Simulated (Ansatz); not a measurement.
Given:

```
Sb2Te3
1.0
    4.45826     0.00000     0.00000
    2.22913     3.86097     0.00000
    2.22913    -1.28699     9.48497
Sb Te
2 3
Direct
  0.20092   0.39954   0.19863
  0.79908   0.60046   0.80137
  0.00000   0.00000   0.00000
  0.58031   0.20984   0.62953
  0.41969   0.79016   0.37047
```

No spin polarisation.

Computed with PBE-D3(BJ) (Ansatz, a quantum-chemistry and plane-wave program; PAW; 420 eV plane waves; spin-orbit coupling left out). Settings: 9×9×9 k-points, 0.05 eV Fermi–Dirac smearing.

**Question.** What is the computed pressure (mean of the normal stresses, compression positive)?

**Answer.** -1.7 GPa.

**Question.** What is the computed space group?

**Answer.** R-3m (No. 166).

The cells carry an imposed strain or load. Whether these cells are dynamically stable was not tested. All final runs are without spin polarisation. The cell was made from Sb$_{2}$Te$_{3}$ in the Bi2Te3 type structure (space group R-3m, No. 166) by this change: biaxial strain +4.26 %, plane normal [001], relaxed out of plane.
